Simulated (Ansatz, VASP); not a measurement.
One calculation of Ga, two programs

```
CELL_PARAMETERS angstrom
3.09916 0.00000 0.00000
-1.54958 2.68395 0.00000
0.00000 0.00000 10.12036
ATOMIC_POSITIONS crystal
Ga 0.00000 0.00000 0.00000
Ga 0.00000 0.00000 0.50000
Ga 0.33333 0.66667 0.25000
Ga 0.66667 0.33333 0.75000
```

Alike in both runs: task single point; functional revPBE; k mesh 13 × 13 × 4; occupations fermi-dirac, width 0.1 eV; no spin polarisation.

```csv
,VASP,Ansatz
version,VASP 6.6.1,Ansatz 0.2.0
potentials or method,"VASP PAW PBE potentials, release 64 (Ga_d)","plane waves (420 eV) with PAW, scalar-relativistic"
plane-wave cutoff (eV),520,420
valence electrons in the cell,52,52
```

|  | VASP | Ansatz | Ansatz less VASP |
| --- | --- | --- | --- |
| pressure (GPa) | -2.7 | -2.8 | -0.04 |
| largest component of the traceless stress (GPa) | 0.13 | 0.13 | +0.002 |

Caveats: the PAW data sets were made with another functional, which shifts forces and pressure a little (VASP).
